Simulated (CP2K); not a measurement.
**CdSe: atomic charges with BEEF-vdW**

CdSe:

```
Cd Se
1.0
     4.34202    0.00000    0.00000
     2.17101    3.76030    0.00000
     2.17101    1.25343    3.54524
Cd Se
1 1
Direct
  0.00000 0.00000 0.00000
  0.25000 0.25000 0.25000
```

Measurements of this composition are mostly on another form, of space group No. 186.

```json
{
 "Program": "CP2K 2026.2",
 "Task": "atomic charges",
 "Functional": "BEEF-vdW",
 "Potentials or basis": "POTENTIAL_UZH Cd GTH-PBE-q12, Se GTH-PBE-q6; TZVP-MOLOPT-PBE-GTH basis",
 "Density cutoff": "9184 eV",
 "k mesh": "8 × 8 × 8",
 "Occupations": "fermi-dirac, width 0.05 eV",
 "Spin": "no spin polarisation",
 "SCF solver": "diagonalisation with k points",
 "Quickstep method": "GPW",
 "EPS_DEFAULT": "1.0E-9",
 "EPS_SCF": "1.0E-6",
 "MAX_SCF": "100",
 "SCF_GUESS": "ATOMIC",
 "k points reduced by the point group": "yes",
 "Mesh centred on Gamma": "yes",
 "CHOLESKY": "OFF",
 "EPS_EIGVAL": "1.0E-7",
 "MIXING METHOD": "BROYDEN_MIXING",
 "MIXING ALPHA": "0.4",
 "NBUFFER": "8",
 "NGRIDS": "5",
 "Basis sets": "Cd TZVP-MOLOPT-PBE-GTH-q12, Se TZVP-MOLOPT-PBE-GTH-q6",
 "Potentials": "Cd GTH-PBE-q12 of POTENTIAL_UZH, Se GTH-PBE-q6 of POTENTIAL_UZH",
 "ADDED_MOS": "[10]",
 "Hirshfeld SHAPE_FUNCTION": "GAUSSIAN",
 "VORONOI_RADII": "COVALENT",
 "REL_CUTOFF (Ry)": "60 Ry",
 "MIXING BETA (1/bohr)": "1.5 1/bohr",
 "CUTOFF of the grids": "675 Ry",
 "Cutoff of the non-local correlation (Ry)": "300"
}
```

```
Pressure               : 2.9 GPa
Band gap on the k mesh : 0.68 eV, direct
Mulliken charges       : Cd +0.50; Se -0.50 e
Hirshfeld charges      : Cd -1.02; Se +1.02 e
Voronoi charges        : Cd -0.37; Se +0.37 e
```

Levels at points of the mesh, in eV from the valence-band top:
```csv
k point,band 5,band 6,band 7,band 8,band 9,band 10,band 11,band 12,band 13,band 14
"(0.00, 0.00, 0.00)",-7.72,-7.72,0.00,0.00,0.00,0.68,6.35,6.35,6.35,11.31
"(0.00, 0.00, 0.50)",-7.70,-7.44,-4.11,-0.68,-0.68,2.55,6.71,6.71,7.43,11.16
"(0.00, 0.50, 0.50)",-7.67,-7.38,-3.85,-1.70,-1.70,3.37,3.90,9.14,10.45,10.45
```

Wall time 30 s on 1 thread of Arm Neoverse V2, on a shared host, peak memory 0.5 GiB.

Caveat: Hirshfeld charges from Gaussian shapes aren't those from atomic densities; Mulliken charges move with the basis; the potentials were made for another functional, which shifts forces and pressure; the basis of atomic orbitals isn't converged, which shifts pressures, moduli and gaps.
